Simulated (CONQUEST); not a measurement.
The system is CdH2O2.

```
CELL_PARAMETERS angstrom
3.51553 0.00000 0.00000
0.00000 4.64298 0.00000
0.00000 0.00000 6.08907
ATOMIC_POSITIONS crystal
Cd 0.00686 0.99992 0.00142
Cd 0.50686 0.99992 0.50142
O 0.00080 0.23848 0.67007
O 0.50080 0.23848 0.17007
O 0.49910 0.75950 0.83299
O 0.99910 0.75950 0.33299
H 0.00643 0.45200 0.66328
H 0.50643 0.45200 0.16328
H 0.00246 0.55080 0.33533
H 0.50246 0.55080 0.83533
```

The cell comes from a database or a generator and needn't be the stable form of this composition.

The cell isn't the ideal one: atoms moved at random, drawn with an rms of 0.02 Å.

| Property | Result |
| --- | --- |
| Program | CONQUEST 1.3 |
| Task | relaxation of the atoms |
| Functional | AM05 |
| Potentials or basis | PseudoDojo NC LDA, SZ, grid cutoff 100 Ha |
| k mesh | 5 × 4 × 3 |
| Occupations | methfessel-paxton of order 1, width 0.05 eV |
| Spin | collinear spin, ferromagnetic start |
| Fixed moment | 1 μB |

At the start: volume 9.94 Å³/atom.

Task: Where does the relaxation end?

Result: Over 8 steps the energy falls by 158.8 meV/atom; space group C2 (No. 5, to 0.05 Å); moment 1.00 μB per cell.

Step by step:
```tsv
step	energy change (eV)	largest force (eV/Å)
1	0.0000	6.6806
2	-1.3769	0.7788
3	-1.4833	1.0530
4	-1.5489	0.3828
5	-1.5778	0.3685
6	-1.5844	0.1257
7	-1.5866	0.1341
8	-1.5878	0.0481
```

Final structure:
```yaml
crystal:
  lattice:
    - [3.51553, 0.00000, 0.00000]
    - [0.00000, 4.64298, 0.00000]
    - [0.00000, 0.00000, 6.08907]
  atoms:
    - { symbol: Cd, position: [0.00056, 0.00042, 0.00229] }
    - { symbol: Cd, position: [0.50056, 0.00042, 0.50229] }
    - { symbol: O, position: [0.00206, 0.25212, 0.66810] }
    - { symbol: O, position: [0.50206, 0.25212, 0.16809] }
    - { symbol: O, position: [0.50181, 0.74871, 0.83655] }
    - { symbol: O, position: [0.00182, 0.74872, 0.33655] }
    - { symbol: H, position: [0.00568, 0.49483, 0.66528] }
    - { symbol: H, position: [0.50568, 0.49484, 0.16528] }
    - { symbol: H, position: [0.00455, 0.50591, 0.33258] }
    - { symbol: H, position: [0.50455, 0.50590, 0.83259] }
```

Caveat: the log labels positions in bohr as Å; the potentials were made for another functional, which shifts forces and pressure; the atomic basis is small; the basis of atomic orbitals isn't converged, which shifts pressures, moduli and gaps; the total moment is fixed, so each spin has its own Fermi level.
